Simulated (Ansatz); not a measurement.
# Field gradients of SnS2 from run to run

Cell of run 1: a COD entry, taken as it stands.

```yaml
crystal:
  lattice:
    - [3.60500, 0.00000, 0.00000]
    - [-1.80250, 3.12202, 0.00000]
    - [0.00000, 0.00000, 5.46000]
  atoms:
    - { symbol: Sn, position: [0.00000, 0.00000, 0.00000] }
    - { symbol: S, position: [0.66667, 0.33333, 0.72900] }
    - { symbol: S, position: [0.33333, 0.66667, 0.27100] }
```

Atom numbers follow the list; atoms alike are taken as one site, whose name carries the number of the first.

Relaxed positions (PBE, cell held):

```
CELL_PARAMETERS angstrom
3.60500 0.00000 0.00000
-1.80250 3.12202 0.00000
0.00000 0.00000 5.46000
ATOMIC_POSITIONS crystal
Sn 0.00000 0.00000 0.00000
S 0.66667 0.33333 0.72870
S 0.33333 0.66667 0.27130
```

All runs are DFT with Ansatz 0.2.0 (plane waves and PAW, scalar-relativistic unless spin–orbit coupling is named, Γ-centred meshes, Fermi–Dirac smearing where given) in this cell.

Run 1: PBE, atoms as given; 420 eV, 14×14×8 k-points, smearing 0.02 eV.
Run 2: r2SCAN, at the relaxed atoms; 500 eV, 14×14×8 k-points, smearing 0.02 eV.
Run 3: PBE with spin–orbit coupling, at the relaxed atoms; 420 eV, 14×14×8 k-points, smearing 0.02 eV.
Run 4: LDA, at the relaxed atoms; 420 eV, 14×14×8 k-points, smearing 0.02 eV.
Run 5: PBEsol, at the relaxed atoms; 420 eV, 14×14×8 k-points, smearing 0.02 eV.

```csv
run,Sn V_zz (η),S V_zz (η)
1,0.79 (0.00),-3.45 (0.00)
2,0.73 (0.00),-3.58 (0.00)
3,0.78 (0.00),-3.41 (0.00)
4,?,?
5,0.81 (0.00),-3.39 (0.00)
```

V_zz in 10²¹ V/m².

Task: Estimate the row of run 4.

Result: Sn: 0.86 (0.00); S: -3.46 (0.00). It lies nearest to run 5, from whose tensors on these sites it differs by 0.06 at most (largest principal value of the difference, on S). Taken one at a time, the functional (between the two that differ most) moves the tensors on these sites by up to 0.19 (largest principal value of the change, on S), spin–orbit coupling by 0.05 (S).

With these PAW files V_zz is typically within 2 to 3 % of all-electron values, but misses above 10 % occur on Sn. In run 2 the atoms aren't at the calculated equilibrium (largest force 0.34 eV/Å). The cell isn't the equilibrium one in runs 1, 2, 3 (calculated pressure 8, 5, 7 GPa), and the entry's cell may itself be off.
